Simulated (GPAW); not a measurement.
Crystal: As.

```
As
1.0
     2.70368    0.00000    0.00000
     0.00000    2.70368    0.00000
     0.00000    0.00000    2.70368
As
1
Direct
  0.50000 0.50000 0.50000
```

This isn't the form of As at room conditions, which is rhombohedral.

| Property | Result |
| --- | --- |
| Program | GPAW 26.7.0 |
| Task | relaxation of cell and atoms |
| Functional | revPBE |
| Potentials or basis | the program's PAW data sets (release 1.2.1) made for this functional |
| Cutoff | 600 eV |
| Basis | pw |
| k mesh | 10 × 10 × 10 |
| Occupations | fermi-dirac, width 0.05 eV |
| Spin | no spin polarisation |

At the start: pressure 3.4 GPa; volume 19.76 Å³/atom.

Q: How do energy, volume and symmetry change on relaxing?

A: Over 3 steps the energy falls by 8.5 meV/atom and the volume is 20.56 Å³/atom (+4.0 %); space group Pm-3m (No. 221, to 0.05 Å).

Step by step:
```csv
step,energy change (eV),largest force (eV/Å),pressure (GPa),volume (Å³)
1,0.0000,0.0000,3.42,19.76
2,-0.0059,0.0000,1.81,20.12
3,-0.0085,0.0000,0.08,20.56
```

Final structure:
```cif
data_structure
_symmetry_space_group_name_H-M 'P 1'
_symmetry_Int_Tables_number 1
_cell_length_a 2.7394
_cell_length_b 2.7394
_cell_length_c 2.7394
_cell_angle_alpha 90.000
_cell_angle_beta 90.000
_cell_angle_gamma 90.000
_cell_volume 20.56
loop_
_atom_site_label
_atom_site_type_symbol
_atom_site_fract_x
_atom_site_fract_y
_atom_site_fract_z
_atom_site_occupancy
As1 As 0.50000 0.50000 0.50000 1
```

Caveat: later steps reuse the first step's grids.
